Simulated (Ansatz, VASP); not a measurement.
CdS in VASP and in Ansatz

INCAR

```
SYSTEM = CdS
PREC = Accurate ; ENCUT = 520
EDIFF = 1E-6 ; ISMEAR = 0
SIGMA = 0.05 ; LREAL = .False.
LASPH = .True. ; NELM = 100
ALGO = Fast ; ISIF = 2
LWAVE = .False. ; LCHARG = .False.
GGA = PE ; NBANDS = 26
```

KPOINTS

```
regular mesh
0
Gamma
  9 9 6
  0 0 0
```

Contents of POSCAR:

```
CdS
1.0
    4.2513332376      0.0000000000      0.0000000000
   -2.1256666188      3.6817625837      0.0000000000
    0.0000000000      0.0000000000      6.3840749890
Cd S
2 2
Direct
    0.3333333333      0.6666666667      0.0000000000
    0.6666666667      0.3333333333      0.5000000000
    0.3333333333      0.6666666667      0.3850000000
    0.6666666667      0.3333333333      0.8850000000
```

Input for Ansatz:

```yaml
crystal:
  lattice:
    - [4.2513332376, 0.0, 0.0]
    - [-2.1256666188, 3.6817625837, 0.0]
    - [0.0, 0.0, 6.384074989]
  atoms:
    - { symbol: Cd, position: [0.3333333333, 0.6666666667, 0.0] }
    - { symbol: Cd, position: [0.6666666667, 0.3333333333, 0.5] }
    - { symbol: S, position: [0.3333333333, 0.6666666667, 0.385] }
    - { symbol: S, position: [0.6666666667, 0.3333333333, 0.885] }
basis:
  ecutwfc: 420
kpoints:
  mp_grid: { grid: [9, 9, 6] }
hamiltonian:
  xc: pbe
scf:
  occupations: { method: gaussian, width: 0.05 }
output:
  forces: true
  stress: true
  eigenvalues: true
```

Alike in both runs: task single point; functional PBE; k mesh 9 × 9 × 6; occupations gaussian, width 0.05 eV; no spin polarisation.

```csv
,VASP,Ansatz
version,VASP 6.6.1,Ansatz 0.2.0
potentials or method,"VASP PAW PBE potentials, release 64 (Cd, S)","scalar-relativistic, plane waves, PAW"
plane-wave cutoff (eV),520,420
valence electrons in the cell,36,52
```

```csv
,VASP,Ansatz,Ansatz less VASP
gap on the k mesh at the Fermi level (eV),1.18,1.18,+0.001
least direct gap on the mesh (eV),1.18,1.18,+0.001
pressure (GPa),3.0,2.6,-0.36
largest component of the traceless stress (GPa),4.55,4.46,-0.083
rms of the force components (eV/Å),0.258,0.249,-0.0099
```

Atom by atom the forces differ by 0.010 eV/Å (rms over components). The two sets of potentials don't hold the same shells in valence.

As with any semilocal functional, this PBE gap is likely too small.
